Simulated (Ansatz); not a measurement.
**AgCl: response to strain**

Aim: deform AgCl (zz strain of -3 %) and compute stress, forces and field gradients with LAPW, PAW and all-electron datasets made for the crystal.

Method: DFT PBEsol, scalar-relativistic, in Ansatz 0.2.0.

2 further runs of the same task are left out: 2 set aside as unsound or not needed.

**1. The starting structure**

Symmetry: Pm-3m, No. 221, cubic system. Conventional cell: a = 3.434 Å, b = 3.434 Å, c = 3.434 Å, α = 90.00°, β = 90.00°, γ = 90.00°. Ag (site symmetry m-3m) has 8 Cl at 2.97 Å as nearest neighbours. Cl (site symmetry m-3m) is surrounded by 8 Ag at 2.97 Å.

Structure file:

```cif
data_structure
_symmetry_space_group_name_H-M 'P 1'
_symmetry_Int_Tables_number 1
_cell_length_a 3.4340
_cell_length_b 3.4340
_cell_length_c 3.4340
_cell_angle_alpha 90.000
_cell_angle_beta 90.000
_cell_angle_gamma 90.000
_cell_volume 40.49
loop_
_atom_site_label
_atom_site_type_symbol
_atom_site_fract_x
_atom_site_fract_y
_atom_site_fract_z
_atom_site_occupancy
Ag1 Ag 0.00000 0.00000 0.00000 1
Cl1 Cl 0.50000 0.50000 0.50000 1
```

Atoms are numbered in the order of the input: Ag1, Cl2.

**2. After the deformation**

Space group Pm-3m before, P4/mmm after.

**3. All-electron LAPW**

Contents of input.yaml:

```yaml
crystal:
  lattice:
    - [3.433973, 0.0, 0.0]
    - [0.0, 3.433973, 0.0]
    - [0.0, 0.0, 3.33095381]
  atoms:
    - { symbol: Ag, position: [0.0, 0.0, 0.0] }
    - { symbol: Cl, position: [0.5, 0.5, 0.5] }
kpoints:
  mp_grid: { grid: [9, 9, 9] }
  band_path:
    path:
      - [0.0, 0.0, 0.0]
      - [0.0, 0.5, 0.0]
      - [0.5, 0.5, 0.0]
      - [0.0, 0.0, 0.0]
      - [0.0, 0.0, 0.5]
      - [0.0, 0.5, 0.5]
      - [0.5, 0.5, 0.5]
      - [0.0, 0.0, 0.5]
      - [0.0, 0.5, 0.0]
    npoints: 5
scf:
  occupations: { method: fermi_dirac, width: 0.01 }
hamiltonian:
  xc: pbesol
  pseudopotentials: { kind: all_electron, lapw: { basis_error: 0.001 } }
output:
  forces: true
  stress: true
  eigenvalues: true
```

Command:

```console
> ansatz run input.yaml --threads 1 --pin off --max-ram 3072MiB --backend cpu --events-out ev --progress --plain --runs-dir out
```

**4. PAW with frozen cores**

Contents of input.yaml:

```yaml
crystal:
  lattice:
    - [3.433973, 0.0, 0.0]
    - [0.0, 3.433973, 0.0]
    - [0.0, 0.0, 3.33095381]
  atoms:
    - { symbol: Ag, position: [0.0, 0.0, 0.0] }
    - { symbol: Cl, position: [0.5, 0.5, 0.5] }
kpoints:
  mp_grid: { grid: [9, 9, 9] }
scf:
  occupations: { method: fermi_dirac, width: 0.01 }
hamiltonian:
  xc: pbesol
  pseudopotentials: { kind: paw }
output:
  forces: true
  stress: true
  eigenvalues: true
  efg: { contact_densities: true }
  write_density: true
  write_potential: true
  elf: true
  volumetric_format: npy
```

**5. All-electron PAW on datasets made for the crystal**

Changes to input.yaml since step 4:

```diff
@@ -14,3 +14,3 @@
   xc: pbesol
-  pseudopotentials: { kind: paw }
+  pseudopotentials: { kind: all_electron, datasets: crystal }
 output:
@@ -20,5 +20 @@
   efg: { contact_densities: true }
-  write_density: true
-  write_potential: true
-  elf: true
-  volumetric_format: npy
```

(Steps that only read results are left out.)

**Question.** What will these runs give? Wanted: pressure; largest shear or deviatoric stress.

**Answer**, as computed:

| quantity | value |
| --- | --- |
| pressure | LAPW -3.31, PAW -3.31, crystal datasets -3.31 GPa |
| largest shear or deviatoric stress (LAPW) | 1.02 GPa |

What this shows: Against the undeformed cell the largest change of stress is +2.31 GPa, in the zz component, with the atoms carried along and not relaxed. PAW: stress within 0.01 GPa of LAPW. Crystal datasets: stress within 0.01 GPa of LAPW.
